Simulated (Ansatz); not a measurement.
**Calibrating HF/def2-TZVPP on N-containing molecules**

The atomisation enthalpy at 298 K in kJ/mol of 6 N-containing molecules: x at HF/def2-TZVPP, y from tabulated heats of molecules and atoms (Active Thermochemical Tables, CRC Handbook of Chemistry and Physics, NIST-JANAF tables). Shapes, held fixed at every level: PBE0-D4/def2-TZVP. Flexible molecules stand in one conformer, not always the lowest. Computed values hold a harmonic thermal term (PBE0-D4/def2-TZVP) and the atoms' spin-orbit lowering. Programs: Ansatz 0.2.0.

```
                     molecule  x (kJ/mol)  y (kJ/mol)
    HNC (hydrogen isocyanide)         759        1215
C2F3N (cyanotrifluoromethane)        1637        2640
      C2H3N (isocyanomethane)        1638        2397
         C2H3N (acetonitrile)        1721           ?
                CH4N2O (urea)        1910        3029
             C3H3NO (oxazole)        2336        3542
```

Question: Fit y = c + s·x to the known rows and predict y for C2H3N (acetonitrile).

Answer: 
1. Means of the 5 rows: x = 1656.00, y = 2564.6.
2. Σ(Δx)² = 1332210, Σ(Δx·Δy) = 1994765, so the slope is 1994765/1332210 = 1.4973.
3. Intercept: 2564.6 − (1.4973) × 1656.00 = 85.1. The largest residual of the fit is 141.
4. C2H3N (acetonitrile): 85.1 + 1.4973 × 1721 = 2662 kJ/mol.

The tabulated heats give 2486 kJ/mol, so the prediction is off by +176 kJ/mol, more than the largest residual. Uncorrected, HF/def2-TZVPP misses C2H3N (acetonitrile) by -765 kJ/mol, and the other rows by 909 on average. With references in doubt, neither the misses nor the line can be laid on the level alone. Hartree–Fock lacks correlation, which doesn't scale simply with the atomisation energy. Left out in turn, the other rows are missed by 108 kJ/mol on average. The heats of C2F3N (cyanotrifluoromethane) come from older tables and can be uncertain by 10 kJ/mol or more. The tabulated values of C2H3N (isocyanomethane), CH4N2O are in doubt (older tables, estimates, or at odds with other calculations) and kept here.

Hartree–Fock underbinds every molecule here, because pairing electrons in new bonds brings correlation energy that the separated atoms lack. The deficit broadly grows with the computed atomisation enthalpy, but cyanotrifluoromethane breaks the order, with a larger miss than either C2H3N isomer despite its lower computed value. Hartree–Fock even places it below acetonitrile, 1637 against 1721 kJ/mol, while the tabulated heats put it well above, 2640 against 2486.

The missing correlation thus follows the kind of bonds as well as the total binding. Replacing C–H by C–F bonds brings in compact, lone-pair-rich atoms, whose correlation with the bonding electrons Hartree–Fock omits. A line drawn partly through fluorine- and oxygen-containing molecules therefore probably overcorrects acetonitrile, which has three C–H bonds and neither element. Its isomer isocyanomethane has a similar raw error, which tentatively suggests that much of the correlation error would cancel in the isomerisation enthalpy. A correction based on bond types, or a reaction conserving them, would suit acetonitrile better than one common slope.
